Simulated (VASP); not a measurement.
# MgO: forms and broadenings of the independent-particle spectrum

MgO, P6_3/mmc (no. 194), 4 atoms in the cell. PBE, independent-particle dielectric function; PAW potentials Mg, O (PBE set).

## Input

INCAR.step1:
```
SYSTEM = MgO
  PREC = Accurate
  ENCUT = 460
  ISMEAR = 0
  SIGMA = 0.02
  EDIFF = 1E-8
  LASPH = .TRUE.
  KPAR = 4
  LWAVE = .FALSE.
  LCHARG = .FALSE.
  LEPSILON = .TRUE.
```

INCAR.step2, as INCAR.step1 but for:
```
- LWAVE = .FALSE.
- LEPSILON = .TRUE.
+ LWAVE = .TRUE.
+ NBANDS = 56
```

INCAR.step3, as INCAR.step2 but for:
```
- EDIFF = 1E-8
- LWAVE = .TRUE.
+ EDIFF = 1E-7
+ LWAVE = .FALSE.
+ LOPTICS = .TRUE.
+ NEDOS = 2000
+ CSHIFT = 0.1
+ ALGO = None
+ NELM = 1
+ ISTART = 1
```

INCAR.step4, as INCAR.step3 but for:
```
+ LNABLA = .TRUE.
```

INCAR.step5, as INCAR.step4 but for:
```
- LNABLA = .TRUE.
+ LPEAD = .TRUE.
+ IPEAD = 3
```

INCAR.step6, as INCAR.step5 but for:
```
- IPEAD = 3
+ IPEAD = 1
```

INCAR.step7 changes the same tag again: IPEAD = 4.

INCAR.step8, as INCAR.step7 but for:
```
- CSHIFT = 0.1
- LPEAD = .TRUE.
- IPEAD = 4
+ CSHIFT = 0.03
```

INCAR.step9, as INCAR.step8 but for:
```
- CSHIFT = 0.03
+ CSHIFT = 0.5
```

INCAR.step10 changes the same tag again: CSHIFT = 0.2.

INCAR.step11, as INCAR.step10 but for:
```
- ISMEAR = 0
- CSHIFT = 0.2
+ ISMEAR = -5
+ CSHIFT = 0.1
```

INCAR.step12, as INCAR.step11 but for:
```
- ISMEAR = -5
- SIGMA = 0.02
+ ISMEAR = 0
+ SIGMA = 0.2
```

INCAR.step13, as INCAR.step12 but for:
```
- SIGMA = 0.2
+ SIGMA = 0.02
+ OMEGAMAX = 12
```

INCAR.step14, as INCAR.step13 but for:
```
- OMEGAMAX = 12
+ OMEGAMAX = 60
```

KPOINTS:
```
k-points
0
Gamma
  8 8 6
```

POSCAR:
```
MgO
1.0
    3.4863778627      0.0000000000      0.0000000000
   -1.7431889314      3.0192917963      0.0000000000
    0.0000000000      0.0000000000      4.1780412200
Mg O
2 2
Direct
    0.3333333333      0.6666666667      0.2500000000
    0.6666666667      0.3333333333      0.7500000000
    0.3333333333      0.6666666667      0.7500000000
    0.6666666667      0.3333333333      0.2500000000
```

Commands (each step's output is kept before the next begins):
```
cat potpaw_PBE.64/Mg/POTCAR potpaw_PBE.64/O/POTCAR > POTCAR
cp INCAR.step1 INCAR
mpirun -np 4 vasp_std > vasp.out
rm WAVECAR CHG
cp INCAR.step2 INCAR
mpirun -np 4 vasp_std > vasp.out
cp INCAR.step3 INCAR
mpirun -np 4 vasp_std > vasp.out
cp INCAR.step4 INCAR
mpirun -np 4 vasp_std > vasp.out
cp INCAR.step5 INCAR
mpirun -np 4 vasp_std > vasp.out
cp INCAR.step6 INCAR
mpirun -np 4 vasp_std > vasp.out
cp INCAR.step7 INCAR
mpirun -np 4 vasp_std > vasp.out
cp INCAR.step8 INCAR
mpirun -np 4 vasp_std > vasp.out
cp INCAR.step9 INCAR
mpirun -np 4 vasp_std > vasp.out
cp INCAR.step10 INCAR
mpirun -np 4 vasp_std > vasp.out
cp INCAR.step11 INCAR
mpirun -np 4 vasp_std > vasp.out
cp INCAR.step12 INCAR
mpirun -np 4 vasp_std > vasp.out
cp INCAR.step13 INCAR
mpirun -np 4 vasp_std > vasp.out
cp INCAR.step14 INCAR
mpirun -np 4 vasp_std > vasp.out
```

## Result

- Direct gap on the mesh (eV): 3.44
- Gap on the mesh (eV): 3.44
- Bands: 56

One ground state, settings moved in the last step alone:

| Settings | ε at zero frequency | Mean energy of the absorption, weighted by Im ε (eV) | Time (s) |
|---|---|---|---|
| longitudinal form, CSHIFT 0.1 | 3.01 | 11.82 | 3 |
| transversal form (LNABLA) | 2.90 | 11.71 | 3 |
| finite differences (LPEAD), order 3 | 3.01 | 11.82 | 5 |
| finite differences (LPEAD), order 1 | 2.96 | 11.89 | 3 |
| finite differences (LPEAD), order 4 | 3.01 | 11.82 | 5 |
| CSHIFT 0.03 | 3.01 | 11.87 | 3 |
| CSHIFT 0.5 | 3.01 | 11.80 | 3 |
| CSHIFT 0.2 | 3.01 | 11.81 | 3 |
| tetrahedron method | 2.99 | 11.87 | 3 |
| SIGMA 0.2 | 3.01 | 11.82 | 3 |
| OMEGAMAX 12, which cuts the spectrum short | 2.21 | – | 3 |
| OMEGAMAX 60 | 3.01 | 11.82 | 3 |

The mean energy covers the spectrum up to 20 eV.

On the same mesh, density-functional perturbation theory with local fields gives ε = 2.95.

Limits: The 8×8×6 mesh is coarse for a spectrum: peaks stand apart that a denser mesh merges.

VASP 6.6.1 took 101 s on 4 cores (Intel Xeon Platinum 8259CL @ 2.50GHz (Skylake/Cascade Lake)), a shared host.
